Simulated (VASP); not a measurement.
Wanted: the native input for a VASP 6.6.1 run.

```
Task                   : single point
Functional             : PBEsol
Potentials or basis    : VASP PAW PBE potentials, release 64 (C)
Cutoff                 : 520 eV
k mesh                 : 12 × 12 × 4
Occupations            : fermi-dirac, width 0.05 eV
Spin                   : no spin polarisation
Dipole correction      : no
Further INCAR settings : ALGO = Normal; EDIFF = 1e-06; NBANDS = 26
```

The structure of C lies in POSCAR:

```
C
1.0
    2.5221000000      0.0000000000      0.0000000000
   -1.2610500000      2.1842026709      0.0000000000
    0.0000000000      0.0000000000      8.2371000000
C
8
Direct
    0.6666666667      0.3333333333      0.8437500000
    0.3333333333      0.6666666667      0.3437500000
    0.6666666667      0.3333333333      0.6562500000
    0.3333333333      0.6666666667      0.1562500000
    0.0000000000      0.0000000000      0.9062500000
    0.0000000000      0.0000000000      0.4062500000
    0.0000000000      0.0000000000      0.5937500000
    0.0000000000      0.0000000000      0.0937500000
```

This is a hexagonal form of diamond, not graphite.

The input as run:

INCAR

```
  ALGO = Normal
  EDIFF = 1E-6
  ENCUT = 520
  GGA = PS
  ISIF = 2
  ISMEAR = -1
  LASPH = T
  LCHARG = T
  LELF = T
  LREAL = F
  LVHAR = T
  LWAVE = F
  NBANDS = 26
  NELM = 60
  PREC = Accurate
  SIGMA = 0.05
```

KPOINTS

```
k-points
0
Gamma
  12 12 4
```

Potentials or basis: VASP PAW PBE potentials, release 64 (C).

Launch:

```console
$ cat potpaw_PBE.64/C/POTCAR > POTCAR
$ mpirun -np 1 vasp_std > vasp.out
```

Results of the run:

* Pressure: -3.3 GPa
* Largest force: 0.330 eV/Å
* Band gap on the k mesh: 4.27 eV, indirect (least direct gap 5.12 eV)

Caveat: the PAW data sets were made with another functional, which shifts forces and pressure a little.

Wall time 31 s on 1 thread of Intel(R) Xeon(R) Platinum 8559C (Emerald Rapids), on a shared host, peak memory 0.18 GiB.
